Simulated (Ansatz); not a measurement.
## SnSe: experiment and calculation

**The experiment to reproduce.**

“Linear dichroism of the optical properties of SnS and SnSe van der Waals crystals”, 2024, arxiv:2409.17412 reports, for a bulk crystal of SnSe at 20 K: band gap 0.99 eV (indirect).

The runs below are set against these values where they give the same quantity.

Level of theory: DFT PBE+D3(BJ), scalar-relativistic, plane waves, PAW in Ansatz.

Cutoff 420 eV; k points 4×8×8 on the computed 8-atom cell (Γ-centred); Gaussian smearing, width 0.02 eV; no spin polarisation.

Relaxed structure, symmetry kept:

Space group Pnma (No. 62). a = 11.482 Å, b = 4.168 Å, c = 4.386 Å, α = 90.00°, β = 90.00°, γ = 90.00°
```json
{"atom": "Sn", "site": "4c", "symmetry": ".m.", "x": "0.1176", "y": "0.2500", "z": "0.0953"}
{"atom": "Se", "site": "4c", "symmetry": ".m.", "x": "0.3570", "y": "0.2500", "z": "0.0230"}
```

```json
{
 "Space group": "Pnma (No. 62)",
 "Volume per atom": "26.24 Å³",
 "Kohn–Sham band gap": "0.43 eV",
 "Löwdin character of the top 1 eV of the valence band": "Se 4p 60 %, Sn 5s 20 %, Sn 5p 17 %",
 "Löwdin character of the lowest 1 eV of the conduction band": "Sn 5p 65 %, Se 4p 16 %, Sn 5s 8 %, Se 4s 8 %",
 "Bader charges (e)": "Sn (4 in the cell) 0.83, Se (4 in the cell) -0.83"
}
```

Measured band gap of SnSe: 0.99 eV (indirect; 20 K; the paper above). This calculation gives 0.43 eV (-0.55 eV). 2 values of this kind are on record (0.89 to 0.99 eV); this one was drawn at random. Kohn–Sham gaps of semilocal functionals fall short of measured ones as a rule; spin-orbit coupling, left out here, would usually lower the calculated gap of a compound with heavy elements. Lattice constants aren't compared, since papers order the axes of such cells in different ways.

Cost: 1 run of about 5.7 core-minutes, on Intel Xeon Platinum 8175M (Skylake/Cascade Lake) (shared hosts).